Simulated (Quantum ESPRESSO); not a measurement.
# GaN (F-43m) in Quantum ESPRESSO: a series of runs

Aim: see how the results for GaN move with the level of theory and the settings. Levels: PBE, LDA, PBEsol. Tasks: single point.

Everything below comes from runs of Quantum ESPRESSO 7.5. Logs are shortened: lines on timing, memory, paths and dates and some standing lists are left out, and cuts for length are marked.

**Measured values to compare with.**

From a printed reference work, textbook, for a bulk crystal of GaN at 0 K: band gap 3.299 eV (direct).

How close the calculation comes is told below.

## 1. Starting point

The structure is cubic, space group F-43m (No. 216). Conventional cell: a = 4.507 Å, b = 4.507 Å, c = 4.507 Å, α = 90.00°, β = 90.00°, γ = 90.00°. Around Ga (site symmetry -43m) lie 4 N at 1.95 Å. N (site symmetry -43m) has 4 Ga at 1.95 Å as nearest neighbours.

The cell is a database's computed one.

## 2. Single point, PBE

scf.in reads:

```
&CONTROL
  calculation = 'scf'
  prefix = 'pwscf'
  outdir = './tmp'
  pseudo_dir = './pseudo'
/
&SYSTEM
  ibrav = 0
  nat = 2
  ntyp = 2
  ecutwfc = 84
  nbnd = 15
  occupations = 'smearing'
  smearing = 'fd'
  degauss = 0.00367493
  force_symmorphic = .true.
/
&ELECTRONS
  conv_thr = 4d-10
  electron_maxstep = 120
  mixing_beta = 0.5
/
ATOMIC_SPECIES
Ga    69.7230 Ga.upf
N     14.0070 N.upf
CELL_PARAMETERS angstrom
   0.0000000000    2.2535006075    2.2535006075
   2.2535006075    0.0000000000    2.2535006075
   2.2535006075    2.2535006075    0.0000000000
ATOMIC_POSITIONS crystal
Ga     0.0000000000    0.0000000000    0.0000000000
N      0.2500000000    0.2500000000    0.2500000000
K_POINTS automatic
10 10 10 0 0 0
```

nscf.in reads:

```
&CONTROL
  calculation = 'nscf'
  prefix = 'pwscf'
  outdir = './tmp'
  pseudo_dir = './pseudo'
/
&SYSTEM
  ibrav = 0
  nat = 2
  ntyp = 2
  ecutwfc = 84
  nbnd = 129
  occupations = 'fixed'
  force_symmorphic = .true.
/
&ELECTRONS
  conv_thr = 1d-08
  diago_full_acc = .true.
  diago_thr_init = 1d-06
/
ATOMIC_SPECIES
Ga    69.7230 Ga.upf
N     14.0070 N.upf
CELL_PARAMETERS angstrom
   0.0000000000    2.2535006075    2.2535006075
   2.2535006075    0.0000000000    2.2535006075
   2.2535006075    2.2535006075    0.0000000000
ATOMIC_POSITIONS crystal
Ga     0.0000000000    0.0000000000    0.0000000000
N      0.2500000000    0.2500000000    0.2500000000
K_POINTS automatic
6 6 6 0 0 0
```

Potentials or basis: PseudoDojo 0.4.1 SR PBE standard.

Started as:

```bash
OMP_NUM_THREADS=1 pw.x -in scf.in > scf.out
OMP_NUM_THREADS=1 pw.x -in nscf.in > nscf.out
```

scf.out:

```text
This program is part of the open-source Quantum ESPRESSO suite
     for quantum simulation of materials; please cite
[... 9 lines left out ...]
     --------------------
     sticks:   dense  smooth     PW     G-vecs:    dense   smooth      PW
     Sum         847     847    253                16145    16145    2733

     Using Slab Decomposition

     bravais-lattice index     =            0
     lattice parameter (alat)  =       6.0224  a.u.
     unit-cell volume          =     154.4542 (a.u.)^3
     number of atoms/cell      =            2
     number of atomic types    =            2
     number of electrons       =        18.00
     number of Kohn-Sham states=           15
     kinetic-energy cutoff     =      84.0000  Ry
     charge density cutoff     =     336.0000  Ry
     scf convergence threshold =      4.0E-10
     mixing beta               =       0.5000
     number of iterations used =            8  plain     mixing
     Exchange-correlation= PBE
                           (   1   4   3   4   0   0   0)

     celldm(1)=   6.022427  celldm(2)=   0.000000  celldm(3)=   0.000000
     celldm(4)=   0.000000  celldm(5)=   0.000000  celldm(6)=   0.000000

     crystal axes: (cart. coord. in units of alat)
               a(1) = (   0.000000   0.707107   0.707107 )
               a(2) = (   0.707107   0.000000   0.707107 )
               a(3) = (   0.707107   0.707107   0.000000 )

     reciprocal axes: (cart. coord. in units 2 pi/alat)
               b(1) = ( -0.707107  0.707107  0.707107 )
               b(2) = (  0.707107 -0.707107  0.707107 )
               b(3) = (  0.707107  0.707107 -0.707107 )

     PseudoPot. # 1 for Ga read from file:
     Ga.upf
     Pseudo is Norm-conserving + core correction, Zval = 13.0
     Generated using ONCVPSP code by D. R. Hamann
     Using radial grid of 1902 points,  6 beta functions with:
                l(1) =   0
                l(2) =   0
                l(3) =   1
                l(4) =   1
                l(5) =   2
                l(6) =   2

     PseudoPot. # 2 for N  read from file:
     N.upf
     Pseudo is Norm-conserving + core correction, Zval =  5.0
     Generated using ONCVPSP code by D. R. Hamann
     Using radial grid of 1058 points,  4 beta functions with:
                l(1) =   0
                l(2) =   0
                l(3) =   1
                l(4) =   1

     atomic species   valence    mass     pseudopotential
     Ga               13.00    69.72300     Ga( 1.00)
     N                 5.00    14.00700     N ( 1.00)

     24 Sym. Ops. (no inversion) found

   Cartesian axes

     site n.     atom                  positions (alat units)
         1        Ga     tau(   1) = (   0.0000000   0.0000000   0.0000000  )
         2        N      tau(   2) = (   0.3535534   0.3535534   0.3535534  )

     number of k points=    47  Fermi-Dirac smearing, width (Ry)=  0.0037
                       cart. coord. in units 2pi/alat
        k(    1) = (   0.0000000   0.0000000   0.0000000), wk =   0.0020000
        k(    2) = (   0.0707107   0.0707107  -0.0707107), wk =   0.0160000
        k(    3) = (   0.1414214   0.1414214  -0.1414214), wk =   0.0160000
        k(    4) = (   0.2121320   0.2121320  -0.2121320), wk =   0.0160000
        k(    5) = (   0.2828427   0.2828427  -0.2828427), wk =   0.0160000
        k(    6) = (  -0.3535534  -0.3535534   0.3535534), wk =   0.0080000
[... 39 lines left out ...]
        k(   46) = (  -0.0707107  -0.3535534   0.6363961), wk =   0.0480000
        k(   47) = (  -0.7071068   0.2828427   0.0000000), wk =   0.0240000

     Dense  grid:    16145 G-vectors     FFT dimensions: (  36,  36,  36)

     Initial potential from superposition of free atoms

     starting charge      17.9973, renormalised to      18.0000
     Starting wfcs are   13 randomized atomic wfcs +    2 random wfcs

     Self-consistent Calculation

     iteration #  1     ecut=    84.00 Ry     beta= 0.50
     Davidson diagonalization with overlap
     ethr =  1.00E-02,  avg # of iterations =  5.2

     total energy              =    -173.59204276 Ry
     estimated scf accuracy    <       0.51388048 Ry

     iteration #  2     ecut=    84.00 Ry     beta= 0.50
     Davidson diagonalization with overlap
     ethr =  2.85E-03,  avg # of iterations =  2.0

     total energy              =    -173.74232099 Ry
     estimated scf accuracy    <       0.09983523 Ry

     iteration #  3     ecut=    84.00 Ry     beta= 0.50
     Davidson diagonalization with overlap
     ethr =  5.55E-04,  avg # of iterations =  2.0

     negative rho (up, down):  4.582E-07 0.000E+00

     total energy              =    -173.75951994 Ry
     estimated scf accuracy    <       0.00324676 Ry

     iteration #  4     ecut=    84.00 Ry     beta= 0.50
     Davidson diagonalization with overlap
     ethr =  1.80E-05,  avg # of iterations =  4.3

     total energy              =    -173.75980089 Ry
     estimated scf accuracy    <       0.00036571 Ry

     iteration #  5     ecut=    84.00 Ry     beta= 0.50
     Davidson diagonalization with overlap
     ethr =  2.03E-06,  avg # of iterations =  2.7

     total energy              =    -173.75980938 Ry
     estimated scf accuracy    <       0.00003370 Ry

     iteration #  6     ecut=    84.00 Ry     beta= 0.50
     Davidson diagonalization with overlap
     ethr =  1.87E-07,  avg # of iterations =  2.0

     total energy              =    -173.75981795 Ry
     estimated scf accuracy    <       0.00000389 Ry

     iteration #  7     ecut=    84.00 Ry     beta= 0.50
     Davidson diagonalization with overlap
     ethr =  2.16E-08,  avg # of iterations =  1.2

     total energy              =    -173.75981737 Ry
     estimated scf accuracy    <       0.00000204 Ry
[... 5 lines left out ...]
     total energy              =    -173.75981748 Ry
     estimated scf accuracy    <       0.00000009 Ry

     iteration #  9     ecut=    84.00 Ry     beta= 0.50
     Davidson diagonalization with overlap
     ethr =  5.13E-10,  avg # of iterations =  2.0

     total energy              =    -173.75981750 Ry
     estimated scf accuracy    <          2.0E-09 Ry

     iteration # 10     ecut=    84.00 Ry     beta= 0.50
     Davidson diagonalization with overlap
     ethr =  1.10E-11,  avg # of iterations =  3.2

     total energy              =    -173.75981750 Ry
     estimated scf accuracy    <          7.7E-09 Ry

     iteration # 11     ecut=    84.00 Ry     beta= 0.50
     Davidson diagonalization with overlap
     ethr =  1.10E-11,  avg # of iterations =  2.0

     End of self-consistent calculation

          k = 0.0000 0.0000 0.0000 (  1989 PWs)   bands (ev):

    -5.3158  -2.9755  -2.9755  -2.9755  -2.6690  -2.6690  10.5899  10.5899
    10.5899  12.3486  20.9456  20.9456  20.9456  28.2039  29.4302

          k = 0.0707 0.0707-0.0707 (  2004 PWs)   bands (ev):

    -5.2081  -2.9621  -2.9621  -2.9342  -2.6702  -2.6702   9.4978  10.4838
    10.4838  13.1997  20.4431  21.1075  21.1075  28.1129  28.1129

          k = 0.1414 0.1414-0.1414 (  2012 PWs)   bands (ev):

    -4.9406  -2.9314  -2.9314  -2.7619  -2.6688  -2.6688   7.6904  10.2230
    10.2230  14.2790  19.6555  21.3662  21.3662  27.0439  27.3547

          k = 0.2121 0.2121-0.2121 (  2012 PWs)   bands (ev):

    -4.6661  -2.9045  -2.9045  -2.6550  -2.6550  -2.3476   5.8226   9.9282
     9.9282  14.9629  19.2756  21.3365  21.3365  26.3440  27.8369

          k = 0.2828 0.2828-0.2828 (  2012 PWs)   bands (ev):

    -4.5095  -2.8932  -2.8932  -2.6324  -2.6324  -1.7250   4.2536   9.7074
     9.7074  15.2180  19.2767  21.1075  21.1075  26.1902  29.2172

          k =-0.3536-0.3536 0.3536 (  2006 PWs)   bands (ev):

    -4.4658  -2.8913  -2.8913  -2.6212  -2.6212  -1.3627   3.5702   9.6267
     9.6267  15.2634  19.3254  20.9926  20.9926  26.2412  30.1991

          k = 0.1414-0.0000 0.0000 (  2017 PWs)   bands (ev):
[... 99 lines left out ...]
          k =-0.0000-0.4243 0.4243 (  2011 PWs)   bands (ev):

    -4.3672  -2.8741  -2.7865  -2.6924  -2.6649  -1.0889   4.8278   6.5963
     9.0982  16.9769  18.0921  20.6241  22.5146  26.4294  28.3328

          k = 0.5657-0.0000 0.0000 (  2020 PWs)   bands (ev):

    -4.3496  -2.8771  -2.7101  -2.7101  -2.6012  -1.3628   5.0892   8.1166
     8.1166  14.3377  17.4140  21.9906  24.1293  24.1293  32.6629

          k =-0.0707-0.6364 0.6364 (  2018 PWs)   bands (ev):

    -4.3206  -2.8818  -2.7032  -2.6953  -2.6014  -0.9856   4.6798   7.5387
     8.0425  14.4640  17.6049  22.0824  24.2192  24.2748  32.7021

          k = 0.0000-0.5657 0.5657 (  2018 PWs)   bands (ev):

    -4.3150  -2.8684  -2.7219  -2.7091  -2.6191  -0.7751   4.6848   6.6406
     8.2463  15.1834  18.2333  21.9376  23.7815  24.0156  32.1847

          k =-0.7071 0.0000 0.0000 (  2044 PWs)   bands (ev):

    -4.3128  -2.8961  -2.6784  -2.6784  -2.5940  -0.9189   4.4768   7.8992
     7.8992  13.9720  17.2831  22.3045  24.5496  24.5496  32.3152

          k = 0.2828 0.1414 0.0000 (  2001 PWs)   bands (ev):

    -4.7514  -2.9007  -2.8854  -2.7494  -2.6533  -2.5336   7.2306   9.1249
     9.9142  15.2089  18.8892  21.0103  21.9644  24.5482  28.9519

          k = 0.3536 0.2121-0.0707 (  2005 PWs)   bands (ev):

    -4.5477  -2.8813  -2.8575  -2.7224  -2.6409  -2.0944   5.8806   8.4943
     9.6022  16.0262  18.6154  20.3762  22.1159  25.2889  29.1777

          k =-0.2828-0.4243 0.5657 (  2011 PWs)   bands (ev):

    -4.4333  -2.8801  -2.8406  -2.6910  -2.6306  -1.4840   4.5700   8.2009
     9.2659  16.5372  18.2325  20.5335  22.0043  26.3590  29.3506

          k =-0.2121-0.3536 0.4950 (  2010 PWs)   bands (ev):

    -4.4007  -2.8821  -2.8364  -2.6710  -2.6302  -1.1505   3.9822   8.1258
     9.1197  16.7217  17.9907  20.8036  21.9335  26.8874  29.3563

          k = 0.4243 0.1414-0.0000 (  2010 PWs)   bands (ev):

    -4.4805  -2.8377  -2.8263  -2.7609  -2.6233  -1.9804   6.0202   8.2804
     8.9215  15.7210  18.0461  20.8118  22.9480  24.1132  31.3171

          k =-0.2121-0.4950 0.6364 (  2013 PWs)   bands (ev):

    -4.3873  -2.8499  -2.8064  -2.7267  -2.6219  -1.4050   5.1025   7.6105
     8.5768  16.2021  18.2438  20.4848  22.9307  24.9482  31.1109

          k =-0.1414-0.4243 0.5657 (  2005 PWs)   bands (ev):
[... 9 lines left out ...]
          k = 0.0000-0.2828 0.4243 (  2009 PWs)   bands (ev):

    -4.4260  -2.8676  -2.8251  -2.7108  -2.6483  -1.5675   5.2965   7.3851
     9.2129  17.0439  18.1011  19.9880  22.4748  25.8479  29.2405

          k =-0.1414-0.5657 0.7071 (  2016 PWs)   bands (ev):

    -4.3459  -2.8601  -2.7586  -2.7050  -2.6096  -1.2233   5.0392   7.6921
     7.9988  15.1244  17.8991  21.4510  23.5215  24.5227  32.7625

          k =-0.0707-0.4950 0.6364 (  2011 PWs)   bands (ev):

    -4.3200  -2.8565  -2.7669  -2.6893  -2.6238  -0.8266   4.7694   6.8704
     7.9082  15.7127  18.3875  21.4529  22.8747  24.9548  31.4701

          k = 0.0000-0.4243 0.5657 (  2007 PWs)   bands (ev):

    -4.3245  -2.8581  -2.7736  -2.6892  -2.6475  -0.7627   4.8009   6.3448
     8.2349  16.4708  18.5624  21.0270  22.6631  25.2947  29.8191

          k =-0.7071 0.1414 0.0000 (  2014 PWs)   bands (ev):

    -4.3114  -2.8768  -2.7255  -2.6766  -2.6079  -0.8211   4.5993   7.5404
     7.5694  14.7983  17.8317  22.1479  23.3946  24.8506  32.9005

          k =-0.1414-0.4243 0.7071 (  1994 PWs)   bands (ev):

    -4.3362  -2.8416  -2.8071  -2.6868  -2.6409  -0.9421   4.8990   6.8779
     7.9856  16.7246  18.5262  20.3228  22.7621  25.5176  30.0119

          k =-0.0707-0.3536 0.6364 (  2002 PWs)   bands (ev):

    -4.3195  -2.8453  -2.7976  -2.6712  -2.6523  -0.7288   4.8124   6.6301
     7.6883  16.9313  18.6649  20.6009  22.3215  25.7471  29.6465

          k =-0.7071 0.2828 0.0000 (  2002 PWs)   bands (ev):

    -4.3091  -2.8411  -2.7943  -2.6677  -2.6410  -0.6662   4.8555   7.0092
     7.0450  16.4390  18.8037  21.3430  21.8052  25.6380  30.4181

     the Fermi energy is    11.4945 ev

!    total energy              =    -173.75981750 Ry
     estimated scf accuracy    <          3.3E-10 Ry
     smearing contrib. (-TS)   =      -0.00000000 Ry
     internal energy E=F+TS    =    -173.75981750 Ry

     The total energy is F=E-TS. E is the sum of the following terms:
     one-electron contribution =     -52.62454475 Ry
     hartree contribution      =      43.67395897 Ry
     xc contribution           =     -48.13491460 Ry
     ewald contribution        =    -116.67431711 Ry

     convergence has been achieved in  11 iterations

=------------------------------------------------------------------------------=
   JOB DONE.
=------------------------------------------------------------------------------=
```

Wall time 46 s (1 thread of Arm Neoverse V2, shared host); peak memory 0.06 GiB.

Results:

```yaml
Band_gap_on_the_k_mesh_mean-field_level: 1.76 eV, direct
```

## 3. Single point, LDA

scf.in is that of step 2.

nscf.in is that of step 2.

Potentials or basis: PseudoDojo 0.4.1 SR LDA standard.

Started as:

```bash
OMP_NUM_THREADS=1 pw.x -in scf.in > scf.out
OMP_NUM_THREADS=1 pw.x -in nscf.in > nscf.out
```

It took 42 s on 1 thread of Arm Neoverse V2, shared host; peak memory 0.06 GiB.

It converged, with:

```
Band gap on the k mesh, mean-field level : 1.77 eV, direct
```

Levels at points of the mesh, in eV from the valence-band top:
| k point | band 6 | band 7 | band 8 | band 9 | band 10 | band 11 | band 12 | band 13 |
| --- | --- | --- | --- | --- | --- | --- | --- | --- |
| (0.00, 0.00, 0.00) | -13.33 | 0.00 | 0.00 | 0.00 | 1.77 | 10.16 | 10.16 | 10.16 |
| (0.00, 0.00, -0.50) | -11.90 | -7.11 | -0.98 | -0.98 | 4.56 | 8.61 | 10.24 | 10.24 |
| (0.00, -0.50, -0.50) | -11.40 | -6.21 | -2.72 | -2.72 | 3.29 | 6.50 | 11.51 | 13.75 |

## 4. Single point, PBEsol

scf.in is that of step 3.

nscf.in is that of step 3.

Potentials or basis: PseudoDojo 0.4.1 SR PBEsol standard.

Started as:

```bash
OMP_NUM_THREADS=1 pw.x -in scf.in > scf.out
OMP_NUM_THREADS=1 pw.x -in nscf.in > nscf.out
```

It took 43 s on 1 thread of Arm Neoverse V2, shared host; peak memory 0.06 GiB.

The run converged. Its results:

| Quantity | Value |
| --- | --- |
| Band gap on the k mesh, mean-field level | 1.71 eV, direct |

Levels at points of the mesh, in eV from the valence-band top:
```tsv
k point	band 7	band 8	band 9	band 10	band 11	band 12
(0.00, 0.00, 0.00)	0.00	0.00	0.00	1.71	10.25	10.25
(0.00, 0.00, -0.50)	-7.10	-0.97	-0.97	4.59	8.64	10.29
(0.00, -0.50, -0.50)	-6.17	-2.72	-2.72	3.25	6.58	11.58
```

## 5. Overview

```tsv
level	potentials or basis	form of the LDA	gap on the mesh (eV)
PBE	PseudoDojo 0.4.1 SR PBE standard	-	1.76
LDA	PseudoDojo 0.4.1 SR LDA standard	PW92	1.77
PBEsol	PseudoDojo 0.4.1 SR PBEsol standard	-	1.71
```

Alike in all rows: task single point; no spin polarisation; cell as given; k mesh 6 × 6 × 6; cutoff (eV) 1143; smearing fixed.

Absolute energies hang on the potentials; compare differences alone.

## 6. Against experiment

Step 2. Against the measured gap of GaN, 3.299 eV (direct; 0 K; a printed reference work, textbook), the calculated 1.76 eV is off by -1.54 eV. Spin-orbit coupling on Ga is left out. The value is that of PBE, without temperature or zero-point motion. Semilocal functionals fall short of measured gaps as a rule. The cell is a database's relaxed one, not the measured one, which moves gaps too.

Step 3. Measured gap of GaN: 3.299 eV (direct; 0 K; a printed reference work, textbook). This calculation gives 1.77 eV (-1.53 eV). Spin-orbit coupling on Ga is left out. The value is that of LDA, without temperature or zero-point motion. Semilocal functionals fall short of measured gaps as a rule. The cell is a database's relaxed one, not the measured one, which moves gaps too.

Step 4. Measured gap of GaN: 3.299 eV (direct; 0 K; a printed reference work, textbook). This calculation gives 1.71 eV (-1.59 eV). Spin-orbit coupling on Ga is left out. The value is that of PBEsol, without temperature or zero-point motion. Semilocal functionals fall short of measured gaps as a rule. The cell is a database's relaxed one, not the measured one, which moves gaps too.
